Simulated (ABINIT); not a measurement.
Crystal: Al2O3.

```xyz
5
Lattice="3.0175 0.0000 0.0000 -1.5087 2.6132 0.0000 0.0000 0.0000 7.5746" Properties=species:S:1:pos:R:3 pbc="T T T"
Al    0.0000    0.0000    5.4693
Al    0.0000    0.0000    2.1054
O     0.0000    0.0000    3.7873
O     1.5087    0.8711    6.0638
O     0.0000    1.7421    1.5108
```

Measurements of this composition are mostly on another form, of space group No. 167.

| Quantity | Value |
| --- | --- |
| Program | ABINIT 10.8.3 (patched build) |
| Task | relaxation of cell and atoms |
| Functional | PBEsol |
| Potentials or basis | JTH PAW PBE v2.0 |
| Cutoff | 626 eV |
| k mesh | 8 × 8 × 3 |
| Occupations | fermi-dirac, width 0.05 eV |
| Spin | no spin polarisation |

At the start: pressure -2.4 GPa; volume 11.95 Å³/atom.

Q: Where does the relaxation end?

A: Over 11 steps the energy falls by 2.8 meV/atom and the volume is 12.42 Å³/atom (+4.0 %); space group P-3m1 (No. 164, to 0.05 Å).

The path:
```tsv
step	energy change (eV)	largest force (eV/Å)	pressure (GPa)	volume (Å³)
1	0.0000	0.1263	-2.40	59.73
2	-0.0060	0.0498	-1.20	59.29
3	-0.0084	0.0563	0.11	58.83
4	-0.0086	0.0486	0.11	58.83
5	-0.0089	0.0392	0.04	58.87
6	-0.0089	0.0415	0.04	58.88
7	-0.0099	0.0831	-0.03	59.28
8	-0.0114	0.1004	-0.03	59.93
9	-0.0135	0.1009	0.14	61.35
10	-0.0139	0.0495	0.12	62.35
11	-0.0141	0.0066	-0.05	62.12
```

Final structure:
```
CELL_PARAMETERS angstrom
2.99499 0.00000 0.00000
-1.49749 2.59374 0.00000
0.00000 0.00000 7.99706
ATOMIC_POSITIONS crystal
Al 0.00000 0.00000 0.70989
Al 0.00000 0.00000 0.29011
O 0.00000 0.00000 0.50000
O 0.66667 0.33333 0.78450
O 0.33333 0.66667 0.21550
```

Caveat: the PAW data sets were made with another functional, which shifts forces and pressure a little; the atomic spheres overlap.
